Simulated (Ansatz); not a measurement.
## Relativity in Tl

```
Tl
1.0
     3.45600    0.00000    0.00000
    -1.72800    2.99298    0.00000
     0.00000    0.00000    5.52500
Tl
2
Direct
  0.33333 0.66667 0.25000
  0.66667 0.33333 0.75000
```

Atom numbers follow the list: Tl1, Tl2.

The conventional cell has a = 3.456 Å, b = 3.456 Å, c = 5.525 Å, α = 90.00°, β = 90.00°, γ = 120.00°. Around Tl (atom 1) lie 12 Tl at 3.41 to 3.46 Å.

Structure: COD 9008519, as refined from experiment and not relaxed.

One fixed cell is solved with PBE by LAPW (all electrons) in Ansatz 0.2.0 under different relativistic treatments. Pressure is positive in compression.

The runs use a Γ-centred 11×11×6 k mesh, Fermi–Dirac smearing of 0.05 eV, basis error target 0.5 meV/atom, no spin polarisation.

```
                 setting  P (GPa)  lowest level at Γ above −25 eV, from the valence-band top or, without a gap, the Fermi level (eV)
     scalar-relativistic     3.21                                                                                                  ?
        non-relativistic        ?                                                                                             -14.59
with spin–orbit coupling     2.64                                                                                             -12.58
```

(1) Give the missing entry: row "non-relativistic", column "P (GPa)".

(2) What belongs in the row "scalar-relativistic", column "lowest level at Γ above −25 eV, from the valence-band top or, without a gap, the Fermi level (eV)"?

## Answers

(1) 5.65.

(2) -11.79.
